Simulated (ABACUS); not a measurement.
# BeS (F-43m) in ABACUS: reference runs

Reference runs on BeS: the cell as given.

Program: ABACUS 3.10.1. These are calculated values, not measurements. Logs are shortened: lines on timing, memory, paths and dates and some standing lists are left out, and cuts for length are marked.

## (1) Starting point

Symmetry: F-43m, No. 216, cubic system. The conventional cell has a = 4.850 Å, b = 4.850 Å, c = 4.850 Å, α = 90.00°, β = 90.00°, γ = 90.00°. S (site symmetry -43m) has 4 Be at 2.10 Å as nearest neighbours. Around Be (site symmetry -43m) lie 4 S at 2.10 Å.

## (2) Single point, PBEsol

INPUT

```
INPUT_PARAMETERS
suffix              BeS
calculation         scf
basis_type          pw
pseudo_dir          ./
symmetry            1
dft_functional      pbesol
ecutwfc             89
pseudo_rcut         7
nspin               1
nbands              9
ks_solver           dav
smearing_method     fd
smearing_sigma      0.00367493
scf_thr             1e-08
scf_nmax            100
mixing_type         broyden
mixing_beta         0.7
cal_force           1
cal_stress          1
kpar                4
```

STRU

```
ATOMIC_SPECIES
S 32.0600 S.upf
Be 9.0122 Be.upf

LATTICE_CONSTANT
1.8897261246

LATTICE_VECTORS
0.0000000000 2.4250000000 2.4250000000
2.4250000000 0.0000000000 2.4250000000
2.4250000000 2.4250000000 0.0000000000

ATOMIC_POSITIONS
Direct

S
0.0
1
0.7500000000 0.7500000000 0.7500000000 1 1 1

Be
0.0
1
0.0000000000 0.0000000000 0.0000000000 1 1 1
```

KPT

```
K_POINTS
0
Gamma
9 9 9 0 0 0
```

Potentials or basis: PseudoDojo NC SR 0.4.1 PBEsol standard, plane waves.

Command:

```console
> OMP_NUM_THREADS=1 mpirun -np 4 abacus > log
```

running log:

```text
ABACUS v3.10.1

               Atomic-orbital Based Ab-initio Computation at UStc

 ------------------------------------------------------------------------------------

 READING GENERAL INFORMATION
                           global_out_dir = OUT.BeS/
                           global_in_card = INPUT
                               pseudo_dir = ./
                              orbital_dir =
                                    DSIZE = 4
                                    GSIZE = 1

 READING UNITCELL INFORMATION
                                    ntype = 2
                  lattice constant (Bohr) = 1.88973
              lattice constant (Angstrom) = 1

 READING ATOM TYPE 1
                               atom label = S
                      L=0, number of zeta = 1
                      L=1, number of zeta = 1
                      L=2, number of zeta = 1
             number of atom for this type = 1

 READING ATOM TYPE 2
                               atom label = Be
                      L=0, number of zeta = 1
                      L=1, number of zeta = 1
                      L=2, number of zeta = 1
             number of atom for this type = 1

                        TOTAL ATOM NUMBER = 2
DIRECT COORDINATES
    atom                   x                   y                   z     mag                  vx                  vy                  vz
taud_S1            0.7500000000        0.7500000000        0.7500000000  0.0000        0.0000000000        0.0000000000        0.0000000000
taud_Be1            0.0000000000        0.0000000000        0.0000000000  0.0000        0.0000000000        0.0000000000        0.0000000000

                          Volume (Bohr^3) = 192.469
                             Volume (A^3) = 28.521

 Lattice vectors: (Cartesian coordinate: in unit of a_0)
                   +0              +2.425              +2.425
               +2.425                  +0              +2.425
               +2.425              +2.425                  +0
 Reciprocal vectors: (Cartesian coordinate: in unit of 2 pi/a_0)
            -0.206186           +0.206186           +0.206186
            +0.206186           -0.206186           +0.206186
            +0.206186           +0.206186           -0.206186
 The esolver type has been set to : ksdft_pw

                PAO radial cut off (Bohr) = 7

 Read in pseudopotential file is S.upf
                     pseudopotential type = NC
          exchange-correlation functional = PBESOL
                 nonlocal core correction = 1
                        valence electrons = 6
                                     lmax = 2
                           number of zeta = 2
                     number of projectors = 6
                           L of projector = 0
[... 5 lines left out ...]
                PAO radial cut off (Bohr) = 7

 Read in pseudopotential file is Be.upf
                     pseudopotential type = NC
          exchange-correlation functional = PBESOL
                 nonlocal core correction = 0
                        valence electrons = 4
                                     lmax = 1
                           number of zeta = 2
                     number of projectors = 4
                           L of projector = 0
                           L of projector = 0
                           L of projector = 1
                           L of projector = 1
     initial pseudo atomic orbital number = 6

 SETUP THE ELECTRONS NUMBER
             electron number of element S = 6
       total electron number of element S = 6
            electron number of element Be = 4
      total electron number of element Be = 4
            AUTOSET number of electrons:  = 10
                           occupied bands = 5
                                   NBANDS = 9
                                   NLOCAL = 18

%%%%%%%%%%%%%%%%%%%%%%%%%%%%%%%%%%%%%%%%%%%%%%%%%%%%%%%%%%%%%%%%%%%%%%%%%%%%%%%%%%%%%%%%%%%%%%%%%%%%%%%%%%
 Warning: the number of valence electrons in pseudopotential > 2 for Be: [He] 2s2
 Pseudopotentials with additional electrons can yield (more) accurate outcomes, but may be less efficient.
 If you're confident that your chosen pseudopotential is appropriate, you can safely ignore this warning.
%%%%%%%%%%%%%%%%%%%%%%%%%%%%%%%%%%%%%%%%%%%%%%%%%%%%%%%%%%%%%%%%%%%%%%%%%%%%%%%%%%%%%%%%%%%%%%%%%%%%%%%%%%

 SETUP THE PLANE WAVE BASIS
 energy cutoff for charge/potential (unit:Ry) = 356
            fft grid for charge/potential = [ 40, 40, 40 ]
                        fft grid division = [ 1, 1, 1 ]
        big fft grid for charge/potential = [ 40, 40, 40 ]
                                     nbxx = 64000
                                     nrxx = 64000

 SETUP PLANE WAVES FOR CHARGE/POTENTIAL
                    number of plane waves = 22075
                         number of sticks = 1039

 PARALLEL PW FOR CHARGE/POTENTIAL
     PROC   COLUMNS(POT)             PW
        1           1039          22075
 --------------- sum -------------------
        1           1039          22075
                            number of |g| = 255
                                  max |g| = 32.1394
                                  min |g| = 0

----------- Double Check Mixing Parameters Begin ------------
mixing_type: broyden
mixing_beta: 0.7
mixing_gg0: 1
mixing_gg0_min: 0.1
mixing_ndim: 8
----------- Double Check Mixing Parameters End ------------

 LATTICE VECTORS: (CARTESIAN COORDINATE: IN UNIT OF A0)
                   +0              +2.425              +2.425
               +2.425                  +0              +2.425
               +2.425              +2.425                  +0
                       right hand lattice = 1
                                   NORM_A = 3.42947
                                   NORM_B = 3.42947
                                   NORM_C = 3.42947
                           ALPHA (DEGREE) = 60
                           BETA  (DEGREE) = 60
                           GAMMA (DEGREE) = 60

 The lattice vectors have been changed (STRU_SIMPLE.cif)

(for optimal symmetric configuration:)
                             BRAVAIS TYPE = 3
                     BRAVAIS LATTICE NAME = 03. Cubic F (face-centered)
                                    ibrav = 3
                                    IBRAV = 3
                                  BRAVAIS = FACE CENTERED CUBIC
                       LATTICE CONSTANT A = 4.85
Original cell was already a primitive cell.
                        ROTATION MATRICES = 48
              PURE POINT GROUP OPERATIONS = 24
                   SPACE GROUP OPERATIONS = 24
                                       C2 = 3
                                       C3 = 8
                                       C4 = 0
                                       C6 = 0
                                       S1 = 6
                                       S3 = 0
                                       S4 = 6
                                       S6 = 0
                              POINT GROUP = T_d
                                       C2 = 3
                                       C3 = 8
                                       C4 = 0
                                       C6 = 0
                                       S1 = 6
                                       S3 = 0
                                       S4 = 6
                                       S6 = 0
               POINT GROUP IN SPACE GROUP = T_d

 SETUP K-POINTS
                                    nspin = 1
                   Input type of k points = Monkhorst-Pack(Gamma)
                                   nkstot = 729
                       right hand lattice = 1
(for reciprocal lattice: )
                             BRAVAIS TYPE = 2
                     BRAVAIS LATTICE NAME = 02. Cubic I (body-centered)
                                    ibrav = 2
                       right hand lattice = 1
(for k-lattice: )
                             BRAVAIS TYPE = 2
                     BRAVAIS LATTICE NAME = 02. Cubic I (body-centered)
                                    ibrav = 2
                       right hand lattice = 1
                        ROTATION MATRICES = 48
                               nkstot_ibz = 35
K-POINTS REDUCTION ACCORDING TO SYMMETRY
     IBZ    DIRECT_X    DIRECT_Y    DIRECT_Z  WEIGHT  ibz2bz
       1  0.00000000  0.00000000  0.00000000  0.0014       0
       2  0.11111111  0.11111111  0.11111111  0.0110       1
       3  0.22222222  0.22222222  0.22222222  0.0110       2
       4  0.33333333  0.33333333  0.33333333  0.0110       3
       5  0.44444444  0.44444444  0.44444444  0.0110       4
       6  0.11111111  0.11111111  0.00000000  0.0082      10
[... 22 lines left out ...]
      29  0.44444444  0.33333333  0.11111111  0.0329     112
      30 -0.44444444  0.44444444  0.22222222  0.0658     113
[... 5 further k points ...]

                               nkstot now = 35
[... K-POINTS DIRECT COORDINATES: 35 rows ...]

           k-point number in this process = 9
       minimum distributed K point number = 8
[... stars of the k points ...]

[... K-POINTS CARTESIAN COORDINATES: 9 rows ...]

[... K-POINTS DIRECT COORDINATES: 9 rows ...]

 SETUP PLANE WAVES FOR WAVE FUNCTIONS
     energy cutoff for wavefunc (unit:Ry) = 89
              fft grid for wave functions = [ 40, 40, 40 ]
                    number of plane waves = 3215
                         number of sticks = 295

 PARALLEL PW FOR WAVE FUNCTIONS
     PROC   COLUMNS(POT)             PW
        1            295           3215
 --------------- sum -------------------
        1            295           3215

 SETUP NONLOCAL PSEUDOPOTENTIALS IN PLANE WAVE BASIS
 S non-local projectors:
 projector 1 L=0
 projector 2 L=0
 projector 3 L=1
 projector 4 L=1
 projector 5 L=2
 projector 6 L=2
 Be non-local projectors:
 projector 1 L=0
 projector 2 L=0
 projector 3 L=1
 projector 4 L=1
      TOTAL NUMBER OF NONLOCAL PROJECTORS = 26

 Init Non-Local PseudoPotential table :
 Init Non-Local-Pseudopotential done.

                                     npwx = 2736

 Make real space PAO into reciprocal space.
       max mesh points in Pseudopotential = 701
     dq(describe PAO in reciprocal space) = 0.01
                                    max q = 1136

 number of pseudo atomic orbitals for S is 2
WARNING: norm of atomic wavefunction # 1 of atomic type S is 0.999996, renormalized
WARNING: norm of atomic wavefunction # 2 of atomic type S is 0.999702, renormalized

 number of pseudo atomic orbitals for Be is 2
WARNING: norm of atomic wavefunction # 2 of atomic type Be is 0.998097, renormalized

 -------------------------------------------
 SELF-CONSISTENT
 -------------------------------------------
                                 init_chg = atomic

 PW ALGORITHM --------------- ION=   1  ELEC=   1--------------------------------
 Notice: Threshold on eigenvalues was too large.
 hsover_error=0.1 > DRHO=0.0418346
 Origin diag ethr = 0.01
 New diag ethr = 0.000418346

 Density error is 0.0419004949413
                          Error Threshold = 0.000418345546929
----------------------------------------------------------
     Energy           Rydberg                 eV
----------------------------------------------------------
 E_KohnSham     -49.9591477692       -679.7290768853
 E_Harris       -49.5495943176       -674.1568163072
 E_Fermi        0.5169196196         7.0330522351
----------------------------------------------------------
[... 51 lines left out ...]
 Density error is 8.42454022828e-09
                          Error Threshold = 3.32934231026e-09
----------------------------------------------------------
     Energy           Rydberg                 eV
----------------------------------------------------------
 E_KohnSham     -49.9614788843       -679.7607933328
 E_KS(sigma->0) -49.9614788843       -679.7607933328
 E_Harris       -49.9613516493       -679.7590622121
 E_band         -13.4221064951       -182.6171274960
 E_one_elec     -16.1702595277       -220.0076677160
 E_Hartree      7.5256638174         102.3919091490
 E_xc           -11.1040553788       -151.0784240590
 E_Ewald        -30.2128277951       -411.0666107067
 E_entropy(-TS) -0.0000000000        -0.0000000000
 E_descf        0.0000000000         0.0000000000
 E_exx          0.0000000000         0.0000000000
 E_Fermi        0.5539571721         7.5369739891
----------------------------------------------------------

 charge density convergence is achieved
 final etot is -679.76079333 eV
 EFERMI = 7.5369739891 eV

 STATE ENERGY(eV) AND OCCUPATIONS    NSPIN == 1
 1/9 kpoint (Cartesian) = 0.0000 0.0000 0.0000 (2733 pws)
       1       -92.5816     0.00274348
       2       -8.21465     0.00274348
       3        5.49625     0.00274348
       4        5.49625     0.00274348
       5        5.49625     0.00274348
       6        11.0914    3.67298e-34
       7        11.0914    3.67298e-34
       8        11.0914    3.67298e-34
       9        11.2027    3.96180e-35
[... 45 lines left out ...]
 6/9 kpoint (Cartesian) = 0.0000 0.0000 0.045819 (2725 pws)
       1       -92.5816      0.0164609
       2       -8.02570      0.0164609
       3        4.69147      0.0164609
       4        5.00769      0.0164609
       5        5.00769      0.0164609
       6        10.6794    8.35138e-30
       7        11.8638    4.30382e-40
       8        11.8638    4.30382e-40
       9        12.1934    5.90363e-43

[... levels at 3 further k points ...]

------------------------------------------------------------------------------------------
 TOTAL-FORCE (eV/Angstrom)
------------------------------------------------------------------------------------------
                        S1         0.0000000000         0.0000000000         0.0000000000
                       Be1         0.0000000000         0.0000000000         0.0000000000
------------------------------------------------------------------------------------------

----------------------------------------------------------------
 TOTAL-STRESS (KBAR)
----------------------------------------------------------------
        -6.1421098911        -0.0000000000        -0.0000000000
        -0.0000000000        -6.1421098911         0.0000000000
        -0.0000000000         0.0000000000        -6.1421098911
----------------------------------------------------------------
 TOTAL-PRESSURE: -6.142110 KBAR

 --------------------------------------------
 !FINAL_ETOT_IS -679.7607933328124545 eV
 --------------------------------------------
```

It took 3.8 s on 4 MPI ranks of Intel Xeon 6975P-C (Granite Rapids), shared host; peak memory 0.28 GiB.

What came out:

- Free energy: -679.7608 eV
- Pressure: -0.6 GPa
- Band gap on the k mesh: 3.03 eV, indirect (least direct gap 5.60 eV)

Caveat: an odd mesh through Γ misses points on the zone boundary, where band edges often lie.
